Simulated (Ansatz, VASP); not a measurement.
**One calculation of SiC, two programs**

```
CELL_PARAMETERS angstrom
3.16187 0.00000 0.00000
-1.58093 2.73826 0.00000
0.00000 0.00000 4.77521
ATOMIC_POSITIONS crystal
Si 0.33333 0.66667 0.00460
Si 0.66667 0.33333 0.50460
C 0.33333 0.66667 0.38040
C 0.66667 0.33333 0.88040
```

Alike in both runs: task single point; functional r2SCAN; k mesh 12 × 12 × 6; occupations gaussian, width 0.05 eV; no spin polarisation.

|  | VASP | Ansatz |
| --- | --- | --- |
| version | VASP 6.6.1 | Ansatz 0.2.0 |
| potentials or method | VASP PAW PBE potentials, release 64 (Si, C) | scalar-relativistic, plane waves, PAW |
| plane-wave cutoff (eV) | 520 | 500 |
| valence electrons in the cell | 16 | 16 |

Ansatz gave:

```
gap on the k mesh at the Fermi level (eV)       : 2.46
least direct gap on the mesh (eV)               : 3.64
pressure (GPa)                                  : 1.8
largest component of the traceless stress (GPa) : 34.24
rms of the force components (eV/Å)              : 0.664
```

Question: Which values does VASP return?

Answer: gap on the k mesh at the Fermi level (eV): 2.46; least direct gap on the mesh (eV): 3.64; pressure (GPa): 1.7; largest component of the traceless stress (GPa): 34.39; rms of the force components (eV/Å): 0.658.

Atom by atom the forces differ by 0.005 eV/Å (rms over components). The functional is the same, so the differences come from potentials, cutoffs and numerics.

Caveats: the PAW data sets were made with another functional, which shifts forces and pressure a little (VASP). r2SCAN opens gaps a little over a GGA but as a rule still falls short of measured ones. A k mesh can miss the band edges.
